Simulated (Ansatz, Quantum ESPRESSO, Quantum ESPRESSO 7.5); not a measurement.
# Band line-up of the GaAs/MgS(110) superlattice, 5 + 5 layers, a = 5.61 Å

Wanted: the band alignment of the GaAs/MgS(110) superlattice, 5 + 5 layers, a = 5.61 Å.

Program: Quantum ESPRESSO 7.5. Level of theory: plane-wave DFT, LDA, GBRV ultrasoft pseudopotentials (cross-check by Ansatz 0.2.0 with PAW datasets). Results are calculated unless marked as measured.

### Step 1. Set-up

The cell holds 20 atoms: 5 Ga, 5 As, 5 Mg and 5 S. Cell: a = 5.610 Å, b = 3.967 Å, c = 19.834 Å, α = 90.0°, β = 90.0°, γ = 90.0°. Regions: GaAs, 10 atoms (5 Ga and 5 As); MgS, 10 atoms (5 Mg and 5 S). The structure's axis is c.

### Step 2. The superlattice in Ansatz, atoms held

The atoms stay on the ideal cubic sites, so that each half of the superlattice is the very crystal whose bulk edges are computed below.

Contents of input.yaml:

```yaml
crystal:
  lattice:
    - [5.61, 0.0, 0.0]
    - [0.0, 3.9668690425, 0.0]
    - [0.0, 0.0, 19.8343452123]
  atoms:
    - { symbol: Ga, position: [0.0, 0.0, 0.0] }
    - { symbol: As, position: [0.25, 0.5, 0.0] }
    - { symbol: Ga, position: [0.5, 0.5, 0.1] }
    - { symbol: As, position: [0.75, 0.0, 0.1] }
    - { symbol: Ga, position: [0.0, 0.0, 0.2] }
    - { symbol: As, position: [0.25, 0.5, 0.2] }
    - { symbol: Ga, position: [0.5, 0.5, 0.3] }
    - { symbol: As, position: [0.75, 0.0, 0.3] }
    - { symbol: Ga, position: [0.0, 0.0, 0.4] }
    - { symbol: As, position: [0.25, 0.5, 0.4] }
    - { symbol: Mg, position: [0.5, 0.5, 0.5] }
    - { symbol: S, position: [0.75, 0.0, 0.5] }
    - { symbol: Mg, position: [0.0, 0.0, 0.6] }
    - { symbol: S, position: [0.25, 0.5, 0.6] }
    - { symbol: Mg, position: [0.5, 0.5, 0.7] }
    - { symbol: S, position: [0.75, 0.0, 0.7] }
    - { symbol: Mg, position: [0.0, 0.0, 0.8] }
    - { symbol: S, position: [0.25, 0.5, 0.8] }
    - { symbol: Mg, position: [0.5, 0.5, 0.9] }
    - { symbol: S, position: [0.75, 0.0, 0.9] }
kpoints:
  mp_grid: { grid: [6, 8, 1] }
hamiltonian:
  xc: lda
scf:
  occupations: { method: fermi_dirac, width: 0.02 }
  convergence: { dr2_threshold: 1.0e-08 }
output:
  eigenvalues: true
  write_potential: true
  write_density: true
  volumetric_format: npy
checkpoint:
  write: relax.run
  compress: false
  write_wavefunctions: false
```

Run with:

```console
$ ansatz run input.yaml --threads 4 --pin off --max-ram 8192MiB --backend cpu --events-out ev --progress --plain --runs-dir out
```

Numbers of over 12 decimals in the logs are rounded to 6 here.

Output:

```text
Engine: ansatz 0.2.0, x86_64-unknown-linux-gnu
Pseudopotentials: kind: paw
Pseudopotential: Ga, paw, valence charge 13, recommended cutoff 420 eV (normal), Ga.paw.azcp
Pseudopotential: As, paw, valence charge 15, recommended cutoff 420 eV (normal), As.paw.azcp
Pseudopotential: Mg, paw, valence charge 10, recommended cutoff 420 eV (normal), Mg.paw.azcp
Pseudopotential: S, paw, valence charge 6, recommended cutoff 420 eV (normal), S.paw.azcp
Functional definition: SPW92
  exchange = slater_x
  correlation = pw_c
Crystal: 20 atoms, lattice volume = 441.396 Å³
Basis set: ecut = 420 eV, 8653 PW (Γ)
Bands: 132, of which v1, the nominal top of the filled ones, is band 110 counted from 1 (109 counted from 0)
Symmetry: 4 space group operations
Space group: Pmm2 (ITA 25), of the structure as read, at distance tolerance 7.6e-5 Å
k-points: 20 of 48 (time reversal used)
Non-local potential: Ga, projectors of the file, l = 0: 2, l = 1: 2, l = 2: 3, l = 3: 1
Non-local potential: As, projectors of the file, l = 0: 2, l = 1: 2, l = 2: 3, l = 3: 1
Non-local potential: Mg, projectors of the file, l = 0: 3, l = 1: 2, l = 2: 1
Non-local potential: S, projectors of the file, l = 0: 2, l = 1: 2, l = 2: 2
PAW form: soft (Blöchl's): semilocal exchange-correlation on the pseudo side does not see the compensation charge
PAW frozen core: Ga, regenerated for the run's functional, and the local potential with it (the file was generated under x = pbe(κ = 0.804, μ = 0.219515), c = pbe(β = 0.066725))
PAW frozen core: As, regenerated for the run's functional, and the local potential with it (the file was generated under x = pbe(κ = 0.804, μ = 0.219515), c = pbe(β = 0.066725))
PAW frozen core: Mg, regenerated for the run's functional, and the local potential with it (the file was generated under x = pbe(κ = 0.804, μ = 0.219515), c = pbe(β = 0.066725))
PAW frozen core: S, regenerated for the run's functional, and the local potential with it (the file was generated under x = pbe(κ = 0.804, μ = 0.219515), c = pbe(β = 0.066725))
PAW one-centre angular grid: Ga, 590 points (default); XC on 64 Gauss nodes
PAW one-centre angular grid: As, 590 points (default); XC on 64 Gauss nodes
PAW one-centre angular grid: Mg, 110 points (default); XC on 64 Gauss nodes
PAW one-centre angular grid: S, 110 points (default); XC on 64 Gauss nodes
Initial density: superposition of atomic densities (neutral atoms: chi_scale 0, normalization atom), corrected by the library's trained network
Initial wavefunctions: pseudopotential atomic-orbital guess
Functional: x = slater, c = lda
SCF iter   1: F=—  HF=-56275.606498 eV  |F-HF|=—  |Δ(HF+E_count)|=         —  Δρ=5.89e-3  dr2=1.28e-1  ethr=1.77e-3  ⟨swp⟩=6.2  Hψ=9490  notcnv=0  defer=48
preconditioner: auto → Resta (q_TF=auto, 2.429 Å⁻¹)  ε∞=3.5  [insulator: Δε(μ)=0.758 eV  Ē_g=12.860 eV  σ=0.020 eV  W_gap=1.00  n_scr=108 (ndim 8)  ℏωp=20.2 eV  f_vac=0.051  D(μ)=0.00/eV (n_scr^D=0)  ε∞_Penn≈3.5]
SCF iter   2: F=—  HF=-56275.565182 eV  |F-HF|=—  |Δ(HF+E_count)|=   4.13e-2  Δρ=2.78e-3  dr2=2.50e-2  ethr=5.81e-5  ⟨swp⟩=2.3  Hψ=5347  notcnv=0  defer=315
SCF iter   3: F=—  HF=-56275.559022 eV  |F-HF|=—  |Δ(HF+E_count)|=   6.16e-3  Δρ=9.18e-4  dr2=5.06e-3  ethr=1.13e-5  ⟨swp⟩=2.0  Hψ=4550  notcnv=0  defer=315
SCF iter   4: F=—  HF=-56275.558164 eV  |F-HF|=—  |Δ(HF+E_count)|=   8.58e-4  Δρ=2.78e-4  dr2=4.06e-4  ethr=2.30e-6  ⟨swp⟩=2.0  Hψ=4129  notcnv=0  defer=315
SCF iter   5: F=—  HF=-56275.558158 eV  |F-HF|=—  |Δ(HF+E_count)|=   6.56e-6  Δρ=6.68e-5  dr2=2.31e-5  ethr=1.84e-7  ⟨swp⟩=2.0  Hψ=3505  notcnv=0  defer=315
SCF iter   6: F=—  HF=-56275.558150 eV  |F-HF|=—  |Δ(HF+E_count)|=   7.52e-6  Δρ=3.22e-5  dr2=4.29e-6  ethr=1.05e-8  ⟨swp⟩=2.0  Hψ=4125  notcnv=0  defer=315
SCF iter   7: F=—  HF=-56275.558225 eV  |F-HF|=—  |Δ(HF+E_count)|=   7.44e-5  Δρ=9.82e-6  dr2=5.77e-7  ethr=1.95e-9  ⟨swp⟩=2.0  Hψ=4373  notcnv=0  defer=315
SCF iter   8: F=—  HF=-56275.558225 eV  |F-HF|=—  |Δ(HF+E_count)|=   1.37e-7  Δρ=3.25e-6  dr2=5.96e-8  ethr=2.62e-10  ⟨swp⟩=2.0  Hψ=3825  notcnv=0  defer=315
SCF iter   9: F=-56275.558225 eV  HF=-56275.558225 eV  |F-HF|=1.35e-9  |Δ(HF+E_count)|=  2.11e-10  Δρ=1.19e-6  dr2=6.04e-9  ethr=4.55e-12  ⟨swp⟩=10.7  Hψ=11302  notcnv=0
SCF 1 converged in 9 iterations: F = -56275.558225 eV  dr2 = 6.04e-9
  greatest PAW one-centre occupation: 1.000 electrons in one spin orbital (limit 2), on the Mg atom at site 18 (counted from 0), in its partial waves of l = 1
SCF converged after 9 iterations
Free energy (F): -56275.558225 eV
Harris-Foulkes:  -56275.558225 eV  (|F-HF|=1.35e-9)
Internal energy: -56275.558225 eV  (E = F + TS)
E sigma→0 (E₀):  -56275.558225 eV
Fermi energy:    7.007792 eV
--- Per-component energies (eV) ---
  E_band       = -3504.234649
  E_kinetic    = 2028.657960
  E_local      = -41419.649827  (includes V_loc(G=0)·N_el)
  E_nonlocal   = -564.141020
  E_hartree    = 19441.635699
  E_xc         = -1370.783191
  E_vxc        = -1325.546327  (∫ρ·V_xc dr)
  E_paw        = -22534.184047  (= ΣΔE_a)
  E_vpaw       = -1106.831824  (= ΣTr[D̂ρ^β])
  E_aug_tail   = -0.000562  (compensation charges beyond the density's cutoff)
  E_ewald      = -11877.630170
  E_core_change = 20.536934  (= ΣΔE_core)
  E_smearing   = -0.000000  (= −TS)
  E_closure    = -0.000000  (closes the sum)
  Σ components = -56275.558225   (vs F -56275.558225, Δ=0.00e0)
--- Band table (eV; the first three rows and the last of 20) ---
  k-point 0: bands = [... 106 lower, 6.0427, 6.2073, 6.2322, 6.5955, 7.4201, 8.1297, 8.4439, 8.5539, ... 18 higher]
  k-point 1: bands = [... 106 lower, 5.4724, 5.4936, 6.0601, 6.0913, 8.0595, 8.5769, 9.2281, 9.2871, ... 18 higher]
  k-point 2: bands = [... 106 lower, 4.9180, 4.9365, 5.3461, 5.9705, 8.4755, 8.7091, 8.8348, 9.2520, ... 18 higher]
  k-point 19: bands = [... 106 lower, 4.8395, 5.1970, 5.3896, 5.5764, 7.7747, 8.5729, 9.0967, 9.9748, ... 18 higher]
```

Run time: 32 s. Hardware: 4 threads of Intel Xeon 6975P-C (Granite Rapids), shared host; peak memory 1.9 GiB; 2.1 min of CPU time.

This step gave:

| Item | Value |
| --- | --- |
| free energy | -56275.5582 eV |
| Fermi energy | 7.008 eV |
| gap by band count | 0.8245 eV |
| symmetry operations | 4 |

### Step 3. Self-consistent run of bulk GaAs

Each bulk is run alone at the common lattice constant, to place its band edges against its own mean potential.

Level of this step: plane-wave DFT, LDA, GBRV ultrasoft pseudopotentials (Quantum ESPRESSO 7.5).

System of this step: GaAs, zinc blende at a = 5.61 Å. The structure is cubic, space group F-43m (No. 216). The conventional cell has a = 5.610 Å, b = 5.610 Å, c = 5.610 Å, α = 90.00°, β = 90.00°, γ = 90.00°. Nearest to Ga lie 4 As at 2.43 Å. Nearest to As lie 4 Ga at 2.43 Å. Farther neighbours are not listed.

Contents of a.in:

```
&control
  prefix = 'a'
  outdir = './out'
  pseudo_dir = './pseudo'
  calculation = 'scf'
  tprnfor = .true.
/
&system
  ibrav = 0
  nat = 4
  ntyp = 2
  ecutwfc = 40
  ecutrho = 200
  occupations = 'smearing'
  smearing = 'fd'
  degauss = 0.002
/
&electrons
  conv_thr = 1e-07
  mixing_beta = 0.5
  electron_maxstep = 120
/
ATOMIC_SPECIES
  Ga  69.7230  ga_lda_v1.4.uspp.F.UPF
  As  74.9216  as_lda_v1.uspp.F.UPF
CELL_PARAMETERS angstrom
  5.61000000000000 0.00000000000000 0.00000000000000
  0.00000000000000 3.96686904245653 0.00000000000000
  0.00000000000000 0.00000000000000 3.96686904245653
ATOMIC_POSITIONS crystal
  Ga  0.000000000000 0.000000000000 0.000000000000
  As  0.250000000000 0.500000000000 0.000000000000
  Ga  0.500000000000 0.500000000000 0.500000000000
  As  0.750000000000 0.000000000000 0.500000000000
K_POINTS automatic
  6 8 8 0 0 0
```

Run with:

```console
$ OMP_NUM_THREADS=1 mpirun -n 4 pw.x -nk 4 -in a.in > a.out
```

Output:

```text
Program PWSCF v.7.5 starts
[citation notice left out]

     Parallel version (MPI & OpenMP), running on       4 processor cores
     Number of MPI processes:                 4
     Threads/MPI process:                     1

     MPI processes distributed on     1 nodes
[...]
Current dimensions of program PWSCF are:
     Max number of different atomic species (ntypx) = 10
     Max number of k-points (npk) =  40000
     Max angular momentum in pseudopotentials (lmaxx) =  4
     Found identity + ( -0.5000 -0.5000 -0.5000) symmetry
     This is a supercell, fractional translations are disabled
     Message from routine setup:
     using ibrav=0 with symmetry is DISCOURAGED, use correct ibrav instead

     K-points division:     npool     =       4
     Subspace diagonalization in iterative solution of the eigenvalue problem:
     a serial algorithm will be used

     G-vector sticks info
     --------------------
     sticks:   dense  smooth     PW     G-vecs:    dense   smooth      PW
     Sum        1263    1009    311                28491    20271    3411

     Using Slab Decomposition

     bravais-lattice index     =            0
     lattice parameter (alat)  =      10.6014  a.u.
     unit-cell volume          =     595.7378 (a.u.)^3
     number of atoms/cell      =            4
     number of atomic types    =            2
     number of electrons       =        48.00
     number of Kohn-Sham states=           29
     kinetic-energy cutoff     =      40.0000  Ry
     charge density cutoff     =     200.0000  Ry
     scf convergence threshold =      1.0E-07
     mixing beta               =       0.5000
     number of iterations used =            8  plain     mixing
     Exchange-correlation= SLA  PZ   NOGX NOGC
                           (   1   1   0   0   0   0   0)

     celldm(1)=  10.601364  celldm(2)=   0.000000  celldm(3)=   0.000000
     celldm(4)=   0.000000  celldm(5)=   0.000000  celldm(6)=   0.000000

     crystal axes: (cart. coord. in units of alat)
               a(1) = (   1.000000   0.000000   0.000000 )
               a(2) = (   0.000000   0.707107   0.000000 )
               a(3) = (   0.000000   0.000000   0.707107 )

     reciprocal axes: (cart. coord. in units 2 pi/alat)
               b(1) = (  1.000000  0.000000  0.000000 )
               b(2) = (  0.000000  1.414214  0.000000 )
               b(3) = (  0.000000  0.000000  1.414214 )

     PseudoPot. # 1 for Ga read from file:
     ./pseudo/ga_lda_v1.4.uspp.F.UPF
     Pseudo is Ultrasoft + core correction, Zval = 19.0
     Generated by new atomic code, or converted to UPF format
     Using radial grid of  871 points,  6 beta functions with:
                l(1) =   0
                l(2) =   0
                l(3) =   1
                l(4) =   1
                l(5) =   2
                l(6) =   2
     Q(r) pseudized with  8 coefficients,  rinner =    1.250   1.250   1.250
                                                       1.250   1.250

     PseudoPot. # 2 for As read from file:
     ./pseudo/as_lda_v1.uspp.F.UPF
     Pseudo is Ultrasoft + core correction, Zval =  5.0
     Generated by new atomic code, or converted to UPF format
     Using radial grid of  875 points,  6 beta functions with:
                l(1) =   0
                l(2) =   0
                l(3) =   1
                l(4) =   1
                l(5) =   2
                l(6) =   2
     Q(r) pseudized with  8 coefficients,  rinner =    1.300   1.300   1.300
                                                       1.300   1.300

     atomic species   valence    mass     pseudopotential
     Ga               19.00    69.72300     Ga( 1.00)
     As                5.00    74.92160     As( 1.00)

      8 Sym. Ops. (no inversion) found

   Cartesian axes

     site n.     atom                  positions (alat units)
         1        Ga     tau(   1) = (   0.0000000   0.0000000   0.0000000  )
         2        As     tau(   2) = (   0.2500000   0.3535534   0.0000000  )
         3        Ga     tau(   3) = (   0.5000000   0.3535534   0.3535534  )
         4        As     tau(   4) = (   0.7500000   0.0000000   0.3535534  )

     number of k points=    60  Fermi-Dirac smearing, width (Ry)=  0.0020
                       cart. coord. in units 2pi/alat
        k(    1) = (   0.0000000   0.0000000   0.0000000), wk =   0.0052083
        k(    2) = (   0.0000000   0.0000000   0.1767767), wk =   0.0208333
        k(    3) = (   0.0000000   0.0000000   0.3535534), wk =   0.0208333
        k(    4) = (   0.0000000   0.0000000   0.5303301), wk =   0.0208333
        k(    5) = (   0.0000000   0.0000000  -0.7071068), wk =   0.0104167
        k(    6) = (   0.0000000   0.1767767   0.1767767), wk =   0.0208333
        k(    7) = (   0.0000000   0.1767767   0.3535534), wk =   0.0416667
        k(    8) = (   0.0000000   0.1767767   0.5303301), wk =   0.0416667
        k(    9) = (   0.0000000   0.1767767  -0.7071068), wk =   0.0208333
        k(   10) = (   0.0000000   0.3535534   0.3535534), wk =   0.0208333
[...]
k(   60) = (  -0.5000000  -0.7071068  -0.7071068), wk =   0.0052083

     Dense  grid:    28491 G-vectors     FFT dimensions: (  48,  36,  36)

     Smooth grid:    20271 G-vectors     FFT dimensions: (  45,  32,  32)

     Estimated max dynamical RAM per process >      60.88 MB

     Estimated total dynamical RAM >     222.67 MB

     Initial potential from superposition of free atoms

     starting charge      45.9996, renormalised to      48.0000
     Starting wfcs are   32 randomized atomic wfcs

     total cpu time spent up to now is        1.8 secs

     per-process dynamical memory:    43.7 Mb

     Self-consistent Calculation

     iteration #  1     ecut=    40.00 Ry     beta= 0.50
     Davidson diagonalization with overlap
     ethr =  1.00E-02,  avg # of iterations =  3.8

     total cpu time spent up to now is        3.7 secs

     total energy              =    -902.94203605 Ry
     estimated scf accuracy    <      13.32980591 Ry

     iteration #  2     ecut=    40.00 Ry     beta= 0.50
[...]
total energy              =    -909.24285735 Ry
     estimated scf accuracy    <       4.40038932 Ry

     iteration #  3     ecut=    40.00 Ry     beta= 0.50
[...]
total energy              =    -909.61357142 Ry
     estimated scf accuracy    <       0.34667529 Ry

     iteration #  4     ecut=    40.00 Ry     beta= 0.50
[...]
total energy              =    -909.63903264 Ry
     estimated scf accuracy    <       0.03152801 Ry

     iteration #  5     ecut=    40.00 Ry     beta= 0.50
[...]
total energy              =    -909.64867765 Ry
     estimated scf accuracy    <       0.00046136 Ry

     iteration #  6     ecut=    40.00 Ry     beta= 0.50
[...]
total energy              =    -909.64899672 Ry
     estimated scf accuracy    <       0.00002778 Ry

     iteration #  7     ecut=    40.00 Ry     beta= 0.50
[...]
total energy              =    -909.64900950 Ry
     estimated scf accuracy    <       0.00000327 Ry

     iteration #  8     ecut=    40.00 Ry     beta= 0.50
[...]
total energy              =    -909.64900884 Ry
     estimated scf accuracy    <       0.00000180 Ry

     iteration #  9     ecut=    40.00 Ry     beta= 0.50
[...]
End of self-consistent calculation

          k = 0.0000 0.0000 0.0000 (  2509 PWs)   bands (ev):

   -86.7041 -86.7041 -86.7040 -86.7039 -86.7037 -86.7037  -7.7258  -7.6036
    -7.6036  -7.6035  -7.5498  -7.5498  -7.5464  -7.5176  -7.5173  -7.5030
    -5.6876  -3.0776   0.2730   4.5022   4.5022   7.2723   7.2729   7.2729
     7.7361   8.5709   8.8046  10.9620  10.9620

          k = 0.0000 0.0000 0.1768 (  2545 PWs)   bands (ev):

   -86.7044 -86.7043 -86.7041 -86.7040 -86.7040 -86.7039  -7.7223  -7.6149
    -7.6015  -7.5999  -7.5556  -7.5517  -7.5416  -7.5182  -7.5172  -7.5049
    -5.5604  -3.0655   0.3236   3.9468   4.6135   5.7382   6.8481   7.2077
     8.7816   8.8585   9.7385  10.9811  11.0842

          k = 0.0000 0.0000 0.3536 (  2535 PWs)   bands (ev):

   -86.7043 -86.7042 -86.7041 -86.7041 -86.7039 -86.7038  -7.7136  -7.6407
    -7.5954  -7.5916  -7.5651  -7.5573  -7.5331  -7.5198  -7.5161  -7.5098
    -5.1947  -3.1137   0.4666   3.2599   4.0512   4.9348   5.8437   6.9836
     9.1055   9.5445  11.2883  11.4512  11.8702

          k = 0.0000 0.0000 0.5303 (  2549 PWs)   bands (ev):

   -86.7045 -86.7043 -86.7042 -86.7041 -86.7040 -86.7037  -7.7028  -7.6679
    -7.5865  -7.5837  -7.5732  -7.5659  -7.5238  -7.5207  -7.5154  -7.5153
    -4.6375  -3.4107   0.7883   2.6008   3.2085   4.7198   5.4250   6.5672
     9.5586   9.9349  11.9810  12.0668  12.8638

          k = 0.0000 0.0000-0.7071 (  2556 PWs)   bands (ev):

   -86.7045 -86.7044 -86.7042 -86.7041 -86.7040 -86.7038  -7.6888  -7.6888
    -7.5784  -7.5784  -7.5761  -7.5760  -7.5194  -7.5193  -7.5174  -7.5173
    -3.9837  -3.9837   1.4878   1.4878   3.7720   3.7720   6.0076   6.0076
     9.9458   9.9458  12.8578  12.9376  12.9377

          k = 0.0000 0.1768 0.1768 (  2561 PWs)   bands (ev):

   -86.7044 -86.7044 -86.7042 -86.7042 -86.7041 -86.7040  -7.7193  -7.6277
    -7.5962  -7.5960  -7.5595  -7.5537  -7.5379  -7.5207  -7.5155  -7.5068
    -5.4351  -3.0459   0.3636   4.0120   4.1046   5.2247   6.5842   6.5847
     9.6311   9.7096   9.9514  10.2756  11.9562

[...]
the Fermi energy is     7.5209 ev

!    total energy              =    -909.64900942 Ry
     estimated scf accuracy    <       0.00000005 Ry
     smearing contrib. (-TS)   =      -0.00000007 Ry
     internal energy E=F+TS    =    -909.64900935 Ry

     The total energy is F=E-TS. E is the sum of the following terms:
     one-electron contribution =    -809.73734596 Ry
     hartree contribution      =     420.52047432 Ry
     xc contribution           =    -157.81376616 Ry
     ewald contribution        =    -362.61837155 Ry

     convergence has been achieved in   9 iterations

     Forces acting on atoms (cartesian axes, Ry/au):

     atom    1 type  1   force =     0.00000000    0.00000000    0.00000000
     atom    2 type  2   force =    -0.00000073    0.00000000    0.00000000
     atom    3 type  1   force =     0.00000000    0.00000000    0.00000000
     atom    4 type  2   force =     0.00000073    0.00000000    0.00000000

     Total force =     0.000001     Total SCF correction =     0.000017
     SCF correction compared to forces is large: reduce conv_thr to get better values

[...]
=------------------------------------------------------------------------------=
   JOB DONE.
=------------------------------------------------------------------------------=
```

Elapsed: 19 s, on 4 MPI ranks; peak memory 0.42 GiB; 75 s of CPU time.

This step gave:

| Property | Result |
| --- | --- |
| free energy | -12376.4053 eV |
| Fermi energy | 7.521 eV |

The run needed 9 iterations to bring the estimated error under 1e-07 Ry.

[end of part 1 of 7]

[Logs are printed without paths, hosts, clocks, repeated set-up lines and the standing remarks that a program may print on its own settings, such as how far it seeks lower states.]

[Hosts, paths, dates, database ids (printed as entryN), source tags and the programs' standing remarks are cut or masked in the printed files.]

[Maps of the electrostatic potential energy from Ansatz leave out the sawtooth potential of an applied field or a dipole correction, so their vacuum need not be flat; planar profiles and work functions include it.]
